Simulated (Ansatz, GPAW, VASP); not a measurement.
## PbS: 4 runs at one level of theory

```xyz
2
Lattice="0.0000 2.9657 2.9657 2.9657 0.0000 2.9657 2.9657 2.9657 0.0000" Properties=species:S:1:pos:R:3 pbc="T T T"
Pb    0.0000    0.0000    0.0000
S     2.9657    2.9657    2.9657
```

Alike in all runs: task single point; functional PBE; k mesh 8 × 8 × 8; occupations gaussian, width 0.012 eV; no spin polarisation; no spin-orbit coupling. Pressure is positive in compression and, in plane waves, holds the error of the finite cutoff, which Ansatz's Pulay term estimates and takes out.

```
                        program and potentials  plane-wave cutoff (eV)  notes  band gap (eV)  pressure (GPa)
                            Ansatz, Ansatz PAW                     420      -           0.36            2.23
    GPAW, GPAW PAW data sets (gpaw-data 1.2.1)                     600      -           0.31            2.00
           VASP, PBE PAW files Pb_d, S, 520 eV                     520      -           0.36            2.18
Ansatz, all-electron LAPW, scalar-relativistic                       -      -           0.36            2.24
```

The band gap spans 0.31 (GPAW, GPAW PAW data sets (gpaw-data 1.2.1)) to 0.36 eV (VASP, PBE PAW files Pb_d, S, 520 eV), with all-electron results at 0.36. The pressure spans 2.00 (GPAW, GPAW PAW data sets (gpaw-data 1.2.1)) to 2.24 GPa (Ansatz, all-electron LAPW, scalar-relativistic), with all-electron results at 2.24. Spin-orbit coupling, left out here, moves the band edges of heavy atoms.

The functional is the same throughout but for its coding, so the spread measures potentials, basis and numerics; runs on potential files found faulty are left out.
